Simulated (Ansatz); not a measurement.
Set up this calculation in Ansatz 0.2.0, as the native input.

- Task: single point
- Functional: PBE
- Potentials or basis: Ansatz PAW
- Cutoff: 420 eV (not typed: the program's choice for these potentials)
- k mesh: 12 × 12 × 12
- Occupations: gaussian, width 0.021 eV
- Spin: no spin polarisation

Sb:

```
Sb
1.0
    -1.57654    1.57654    2.71194
     1.57654   -1.57654    2.71194
     1.57654    1.57654   -2.71194
Sb
1
Cartesian
  0.0000 0.0000 0.0000
```

This isn't the form of Sb at room conditions, which is rhombohedral.

One way to write it, as run:

input.yaml

```yaml
crystal:
  lattice:
    - [-1.5765401831, 1.5765401831, 2.7119384313]
    - [1.5765401831, -1.5765401831, 2.7119384313]
    - [1.5765401831, 1.5765401831, -2.7119384313]
  atoms:
    - { symbol: Sb, position: [0.0, 0.0, 0.0] }
hamiltonian:
  xc: pbe
  pseudopotentials: { kind: paw }
kpoints:
  mp_grid: { grid: [12, 12, 12] }
scf:
  occupations: { method: gaussian, width: 0.021 }
output:
  forces: true
  stress: true
  eigenvalues: true
```

Potentials or basis: Ansatz PAW.

Launch:

```bash
$ ansatz run input.yaml --threads 2 --pin off --max-ram 5632MiB --backend cpu --events-out ev --progress --plain --runs-dir out
```

It gave:

The pressure is 1.8 GPa and the band gap on the k mesh is none (metal or under the smearing width).

Wall time 1.6 s on 2 threads of Arm Neoverse V1, on a shared host, peak memory 0.33 GiB.
